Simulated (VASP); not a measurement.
# TiAl (Pm-3m) in VASP: single point with HSE06

Aim: the single point of TiAl with HSE06.

All numbers are computed with VASP 6.6.1; they aren't measurements. Logs are shortened: lines on timing, memory, paths and dates and some standing lists are left out, and cuts for length are marked.

### 1 The crystal as given

The structure is cubic, space group Pm-3m (No. 221). Conventional cell: a = 3.156 Å, b = 3.156 Å, c = 3.156 Å, α = 90.00°, β = 90.00°, γ = 90.00°. Ti (site symmetry m-3m) is surrounded by 8 Al at 2.73 Å. Al (site symmetry m-3m) has 8 Ti at 2.73 Å as nearest neighbours.

The cell comes from a database or a generator and needn't be the stable form of this composition.

### 2 Single point, HSE06

POSCAR

```
TiAl
1.0
    3.1564500000      0.0000000000      0.0000000000
    0.0000000000      3.1564500000      0.0000000000
    0.0000000000      0.0000000000      3.1564500000
Ti Al
1 1
Direct
    0.0000000000      0.0000000000      0.0000000000
    0.5000000000      0.5000000000      0.5000000000
```

INCAR.step1

```
SYSTEM = TiAl
  ALGO = Normal
  EDIFF = 1E-5
  ENCUT = 520
  GGA = PE
  ISIF = 2
  ISMEAR = 0
  LASPH = .TRUE.
  LCHARG = .FALSE.
  LREAL = .FALSE.
  LWAVE = .TRUE.
  NELM = 60
  PREC = Accurate
  SIGMA = 0.1
```

INCAR.step2

```
SYSTEM = TiAl
  ALGO = Normal
  EDIFF = 1E-7
  ENCUT = 520
  GGA = PE
  HFSCREEN = 0.2
  ISIF = 2
  ISMEAR = 0
  ISTART = 1
  LASPH = .TRUE.
  LCHARG = .FALSE.
  LHFCALC = .TRUE.
  LREAL = .FALSE.
  LWAVE = .FALSE.
  NELM = 60
  PREC = Accurate
  PRECFOCK = Fast
  SIGMA = 0.1
```

KPOINTS

```
k-points
0
G
  6 6 6
  0 0 0
```

Potentials or basis: VASP PAW PBE potentials, release 64 (Ti_sv, Al).

Launch:

```
cat potpaw_PBE.64/Ti_sv/POTCAR potpaw_PBE.64/Al/POTCAR > POTCAR
cp INCAR.step1 INCAR
mpirun -np 1 vasp_std > vasp.out
cp INCAR.step2 INCAR
mpirun -np 1 vasp_std > vasp.out
```

OUTCAR:

```text
SYSTEM = TiAl
   EDIFF = 1E-7
   ENCUT = 520
   GGA = PE
   HFSCREEN = 0.2
   ISIF = 2
   ISMEAR = 0
   ISTART = 1
   LASPH = .TRUE.
   LHFCALC = .TRUE.
   LREAL = .FALSE.
   NELM = 60
   PREC = Accurate
   PRECFOCK = Fast

 ion  position               nearest neighbor table
   1  0.000  0.000  0.000-   2 2.73   2 2.73   2 2.73   2 2.73   2 2.73   2 2.73   2 2.73   2 2.73

   2  0.500  0.500  0.500-   1 2.73   1 2.73   1 2.73   1 2.73   1 2.73   1 2.73   1 2.73   1 2.73

  LATTYP: Found a simple cubic cell.
 ALAT       =     3.1564500000

  Lattice vectors:

 A1 = (   3.1564500000,   0.0000000000,   0.0000000000)
 A2 = (   0.0000000000,   3.1564500000,   0.0000000000)
 A3 = (   0.0000000000,   0.0000000000,   3.1564500000)

Analysis of symmetry for initial positions (statically):
=====================================================================
 Subroutine PRICEL returns:
 Original cell was already a primitive cell.

 Routine SETGRP: Setting up the symmetry group for a
 simple cubic supercell.

 Subroutine GETGRP returns: Found 48 space group operations
 (whereof 48 operations were pure point group operations)
 out of a pool of 48 trial point group operations.

The static configuration has the point symmetry O_h .

Analysis of symmetry for dynamics (positions and initial velocities):
=====================================================================
 Subroutine PRICEL returns:
 Original cell was already a primitive cell.

 Routine SETGRP: Setting up the symmetry group for a
 simple cubic supercell.

 Subroutine GETGRP returns: Found 48 space group operations
 (whereof 48 operations were pure point group operations)
 out of a pool of 48 trial point group operations.

The dynamic configuration has the point symmetry O_h .

 Subroutine INISYM returns: Found 48 space group operations
 (whereof 48 operations are pure point group operations),
 and found     1 'primitive' translations

----------------------------------------------------------------------------------------

                                     Primitive cell

  volume of cell :      31.4483

  direct lattice vectors                    reciprocal lattice vectors
     3.156450000  0.000000000  0.000000000     0.316811608  0.000000000  0.000000000
     0.000000000  3.156450000  0.000000000     0.000000000  0.316811608  0.000000000
     0.000000000  0.000000000  3.156450000     0.000000000  0.000000000  0.316811608

  length of vectors
     3.156450000  3.156450000  3.156450000     0.316811608  0.316811608  0.316811608

  position of ions in fractional coordinates (direct lattice)
     0.000000000  0.000000000  0.000000000
     0.500000000  0.500000000  0.500000000

  ion indices of the primitive-cell ions
   primitive index   ion index
                 1           1
                 2           2

----------------------------------------------------------------------------------------

 KPOINTS: k-points

Automatic generation of k-mesh.
 Grid dimensions read from file:
 generate k-points for:    6    6    6

 Generating k-lattice:

  Cartesian coordinates                     Fractional coordinates (reciprocal lattice)
     0.052801935  0.000000000  0.000000000     0.166666667  0.000000000  0.000000000
     0.000000000  0.052801935  0.000000000     0.000000000  0.166666667  0.000000000
     0.000000000  0.000000000  0.052801935     0.000000000  0.000000000  0.166666667

  Length of vectors
     0.052801935  0.052801935  0.052801935

  Shift w.r.t. Gamma in fractional coordinates (k-lattice)
     0.000000000  0.000000000  0.000000000

 Subroutine IBZKPT returns following result:
 ===========================================

 Found     20 irreducible k-points:

 Following reciprocal coordinates:
            Coordinates               Weight
  0.000000  0.000000  0.000000      1.000000
  0.166667  0.000000  0.000000      6.000000
  0.333333  0.000000  0.000000      6.000000
  0.500000  0.000000  0.000000      3.000000
  0.166667  0.166667  0.000000     12.000000
  0.333333  0.166667  0.000000     24.000000
[... 12 lines left out ...]
  0.500000  0.500000  0.333333      6.000000
  0.500000  0.500000  0.500000      1.000000
   k-points           NKPTS =     20   k-points in BZ     NKDIM =    216   number of bands    NBANDS=     11
   number of dos      NEDOS =    301   number of ions     NIONS =      2
   total plane-waves  NPLWV =  13824
   dimension x,y,z NGX =    24 NGY =   24 NGZ =   24
   dimension x,y,z NGXF=    48 NGYF=   48 NGZF=   48
   ions per type =               1   1
   NGX,Y,Z   is equivalent  to a cutoff of  12.64, 12.64, 12.64 a.u.
   NGXF,Y,Z  is equivalent  to a cutoff of  25.28, 25.28, 25.28 a.u.
 SYSTEM =  TiAl
   PREC   = accura    normal or accurate (medium, high low for compatibility)
   ISTART =      1    job   : 0-new  1-cont  2-samecut
   ICHARG =      0    charge: 1-file 2-atom 10-const
   ISPIN  =      1    spin polarized calculation?
   LNONCOLLINEAR =      F non collinear calculations
   LSORBIT =      F    spin-orbit coupling
   LASPH  =      T    aspherical Exc in radial PAW
   ENCUT  =  520.0 eV  38.22 Ry    6.18 a.u.   5.87  5.87  5.87*2*pi/ulx,y,z
   NELM   =     60;   NELMIN=  2; NELMDL=  0     # of ELM steps
   EDIFF  = 0.1E-06   stopping-criterion for ELM
   LREAL  =      F    real-space projection
   EDIFFG = 0.1E-05   stopping-criterion for IOM
   NSW    =      0    number of steps for IOM
   IBRION =     -1    ionic relax: 0-MD 1-quasi-New 2-CG
   NFREE  =      0    steps in history (QN), initial steepest desc. (CG)
   ISIF   =      2    stress and relaxation
   ISYM   =      3    0-nonsym 1-usesym 2-fastsym
   POTIM  = 0.5000    time-step for ionic-motion
   TEBEG  =    0.0;   TEEND  =   0.0 temperature during run
   PSTRESS=    0.0 pullay stress
   NELECT =      15.0000    total number of electrons
   NUPDOWN=      -1.0000    fix difference up-down
   EMIN   =  10.00;   EMAX   =-10.00  energy-range for DOS
   EFERMI =   0.00;   METHOD = LEGACY
   ISMEAR =     0;   SIGMA  =   0.10  broadening in eV -4-tet -1-fermi 0-gaus
   EFERMI_NEDOS =   21; number of points for ismear=-14 and -15
   IALGO  =     38    algorithm
   IMIX   =      1    mixing-type and parameters
     AMIX     =   0.40;   BMIX     =  1.00
     AMIX_MAG =   1.60;   BMIX_MAG =  1.00
  volume/ion in A,a.u.               =      15.72       106.11
  Fermi-wavevector in a.u.,A,eV,Ry     =   1.279105  2.417159 22.260637  1.636111
  Thomas-Fermi vector in A             =   2.411610
   LORBIT       =      0    0 simple, 1 ext, 2 COOP (PROOUT), +10 PAW based schemes
   GGA     = PE    functional components
   LHFCALC =     T    Hartree Fock is set to
   PRECFOCK=fast      Normal, Fast or Accurate (Low or Medium for compatibility)
   ENCUT4O =  -1.0   cutoff for four orbital integrals eV
   NKREDX  =     1    reduce k-point grid by
   NKREDY  =     1    reduce k-point grid by
   NKREDZ  =     1    reduce k-point grid by
   AEXX    =    0.2500 exact exchange contribution
   HFSCREEN=    0.2000 screening length (either q_TF or 0.3 A-1)
   HFSCREENC=   0.2000 screening length for correlation (either q_TF or 0.3 A-1)
   ENCUTFOCK=  -1.0 apply spherical cutoff to Coloumb kernel
   IVDW    =     0    specifies the selected vdW correction
   LEPSILON=     F    determine dielectric tensor
   LRPA    =     F    only Hartree local field effects (RPA)
 non-spin polarized calculation
 Gauss-broadening in eV      SIGMA  =   0.10
  energy-cutoff  :      520.00
  volume of cell :       31.45
 maximum number of plane-waves:       868
 NGX is ok and might be reduce to    24
  NGX = 14; NGY = 14; NGZ = 14

 number of electron      14.9999992 magnetization

 Free energy of the ion-electron system (eV)
  ---------------------------------------------------
  ext. energy  EPLUGINS =         0.00000000
  ---------------------------------------------------
  free energy    TOTEN  =       -14.24344055 eV

  energy without entropy =      -14.23960829  energy(sigma->0) =      -14.24152442

 E-fermi :   9.2473     XC(G=0):  -9.1735

 val. band max:        9.0334462351   @ k =   0.3333   0.3333   0.1667
 cond. band min:       9.3402523102   @ k =   0.3333   0.1667   0.1667
 fundamental gap:      0.3068060751
 Fermi energy:         9.2472961041

 k-point     1 :       0.0000    0.0000    0.0000
  band No.  band energies     occupation
      1     -52.6677      2.00000
      2     -27.2184      2.00000
      3     -27.2184      2.00000
      4     -27.2184      2.00000
      5      -1.8035      2.00000
      6       6.9815      2.00000
      7       6.9815      2.00000
      8      11.8679      0.00000
      9      11.8679      0.00000
     10      11.8679      0.00000
     11      14.0745      0.00000

 k-point     2 :       0.1667    0.0000    0.0000
  band No.  band energies     occupation
      1     -52.6628      2.00000
      2     -27.2773      2.00000
      3     -27.2141      2.00000
      4     -27.2141      2.00000
      5      -1.3007      2.00000
      6       6.6405      2.00000
      7       7.2126      2.00000
      8      11.0676      0.00000
      9      11.0676      0.00000
     10      11.9286      0.00000
     11      12.7848      0.00000

 k-point     3 :       0.3333    0.0000    0.0000
  band No.  band energies     occupation
      1     -52.6529      2.00000
      2     -27.3929      2.00000
      3     -27.2054      2.00000
      4     -27.2054      2.00000
      5       0.1290      2.00000
      6       4.9177      2.00000
      7       7.7426      2.00000
      8      10.1198      0.00000
      9      10.1198      0.00000
     10      12.0534      0.00000
     11      12.3554      0.00000
[... 211 lines left out ...]
 k-point    19 :       0.5000    0.5000    0.3333
  band No.  band energies     occupation
      1     -52.6159      2.00000
      2     -27.3893      2.00000
      3     -27.3893      2.00000
      4     -27.3325      2.00000
      5       4.6492      2.00000
      6       5.6338      2.00000
      7       5.6339      2.00000
      8       9.8808      0.00000
      9      11.4977      0.00000
     10      11.7480      0.00000
     11      11.7480      0.00000

 k-point    20 :       0.5000    0.5000    0.5000
  band No.  band energies     occupation
      1     -52.6116      2.00000
      2     -27.3807      2.00000
      3     -27.3807      2.00000
      4     -27.3807      2.00000
      5       5.4278      2.00000
      6       5.4278      2.00000
      7       5.4278      2.00000
      8      10.0957      0.00000
      9      12.2910      0.00000
     10      12.2988      0.00000
     11      12.4410      0.00000

------------------------ aborting loop because EDIFF is reached ----------------------------------------

  FORCE on cell =-STRESS in cart. coord.  units (eV):
  Direction    XX          YY          ZZ          XY          YZ          ZX
  --------------------------------------------------------------------------------------
  -------------------------------------------------------------------------------------
  Total        0.0594768      0.0594768      0.0594768      0.0000000      0.0000000      0.0000000
  in kB        3.0301305      3.0301305      3.0301305      0.0000000      0.0000000      0.0000000
  external PRESSURE =       3.0301305 kB  Pullay stress =       0.0000000 kB

 VOLUME and BASIS-vectors are now :
 -----------------------------------------------------------------------------
  energy-cutoff  :      520.00
  volume of cell :       31.45
      direct lattice vectors                 reciprocal lattice vectors
     3.156450000  0.000000000  0.000000000     0.316811608  0.000000000  0.000000000
     0.000000000  3.156450000  0.000000000     0.000000000  0.316811608  0.000000000
     0.000000000  0.000000000  3.156450000     0.000000000  0.000000000  0.316811608

 POSITION                                       TOTAL-FORCE (eV/Angst)
 -----------------------------------------------------------------------------------
      0.00000      0.00000      0.00000         0.000000      0.000000      0.000000
      1.57822      1.57822      1.57822         0.000000      0.000000      0.000000
 -----------------------------------------------------------------------------------
    total drift:                               -0.000000      0.000001     -0.000000

  FREE ENERGIE OF THE ION-ELECTRON SYSTEM (eV)
  ---------------------------------------------------
  free  energy   TOTEN  =       -14.2434405473 eV

  energy  without entropy=      -14.2396082927  energy(sigma->0) =      -14.24152442
```

Run time: 5.2 min. Hardware: 1 thread of Intel Xeon Platinum 8488C (Sapphire Rapids), shared host; peak memory 0.25 GiB.

What came out:

- Free energy: -14.2434 eV
- Pressure: 0.3 GPa
- Band gap on the k mesh: none (metal or under the smearing width)

Caveat: the PAW data sets were made with another functional, which shifts forces and pressure a little.
